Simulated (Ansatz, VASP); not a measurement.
# Two plane-wave programs on V

Contents of INCAR:

```
  ALGO = Fast
  EDIFF = 1E-6
  ENCUT = 520
  GGA = PS
  ISIF = 2
  ISMEAR = 0
  LASPH = True
  LCHARG = False
  LREAL = False
  LWAVE = False
  NBANDS = 20
  NELM = 100
  PREC = Accurate
  SIGMA = 0.15
```

File KPOINTS:

```
k-points
0
Gamma
  27 27 14
```

File POSCAR:

```
V
1.0
    2.4965740726      0.0000000000      0.0000000000
   -1.2482870363      2.1620965693      0.0000000000
    0.0000000000      0.0000000000      4.6421385966
V
2
Direct
    0.6666666667      0.3333333333      0.7500000000
    0.3333333333      0.6666666667      0.2500000000
```

Input for Ansatz:

```yaml
crystal:
  lattice:
    - [2.4965740726, 0.0, 0.0]
    - [-1.2482870363, 2.1620965693, 0.0]
    - [0.0, 0.0, 4.6421385966]
  atoms:
    - { symbol: V, position: [0.6666666667, 0.3333333333, 0.75] }
    - { symbol: V, position: [0.3333333333, 0.6666666667, 0.25] }
basis:
  ecutwfc: 420
kpoints:
  mp_grid: { grid: [27, 27, 14] }
hamiltonian:
  xc: pbesol
scf:
  occupations: { method: gaussian, width: 0.15 }
output:
  forces: true
  stress: true
  eigenvalues: true
```

Change from the starting cell: strain -0.030 along x and y, +0.000 along z, atoms carried along.

Alike in both runs: task single point; functional PBEsol; k mesh 27 × 27 × 14; occupations gaussian, width 0.15 eV; no spin polarisation.

|  | VASP | Ansatz |
| --- | --- | --- |
| version | VASP 6.6.1 | Ansatz 0.2.0 |
| potentials or method | VASP PAW PBE potentials, release 64 (V_sv) | scalar-relativistic, plane waves, PAW |
| plane-wave cutoff (eV) | 520 | 420 |
| valence electrons in the cell | 26 | 26 |

|  | VASP | Ansatz | Ansatz less VASP |
| --- | --- | --- | --- |
| gap on the k mesh at the Fermi level (eV) | none | none | - |
| pressure (GPa) | 13.2 | 12.9 | -0.30 |
| largest component of the traceless stress (GPa) | 4.64 | 4.66 | +0.018 |

A gap of «none» marks a metal or a gap that the smearing closes.

Caveats: the PAW data sets were made with another functional, which shifts forces and pressure a little (VASP).
